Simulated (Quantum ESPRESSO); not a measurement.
**MoSe2: equation of state with PBEsol**

Crystal: MoSe2.

```xyz
6
Lattice="3.2880 0.0000 0.0000 -1.6440 2.8475 0.0000 0.0000 0.0000 12.9000" Properties=species:S:1:pos:R:3 pbc="T T T"
Mo    1.6440    0.9492    9.6750
Mo    0.0000    1.8983    3.2250
Se    1.6440    0.9492    4.8375
Se    0.0000    1.8983   11.2875
Se    1.6440    0.9492    1.6125
Se    0.0000    1.8983    8.0625
```

```
Program             : Quantum ESPRESSO 7.5
Task                : equation of state
Functional          : PBEsol
Potentials or basis : GBRV 1.5 PBEsol
Cutoff              : 612 eV
Density cutoff      : 4898 eV
k mesh              : 9 × 9 × 2
Occupations         : fermi-dirac, width 0.05 eV
Spin                : no spin polarisation
```

The equilibrium volume is 20.60 Å³/atom and the bulk modulus at fixed shape and positions is 129 GPa. The pressure derivative of the bulk modulus is 4.4.

Energy against volume, from the lowest point:
| volume (Å³/atom) | energy (meV/atom) |
| --- | --- |
| 18.922 | 63.65 |
| 19.324 | 35.31 |
| 19.727 | 15.85 |
| 20.129 | 4.34 |
| 20.532 | 0.00 |
| 20.935 | 2.08 |
| 21.337 | 9.95 |

All runs of the series together: 3.8 min on 2 threads of Intel(R) Xeon(R) 6975P-C (Granite Rapids), with other jobs on the host.

Caveat: the cell was scaled at fixed shape and fractional positions, which overstates the stiffness of a crystal with free parameters, most of all of layers and chains; this functional lacks dispersion, which binds the layers, so the pressure and a relaxed spacing across them are unreliable.
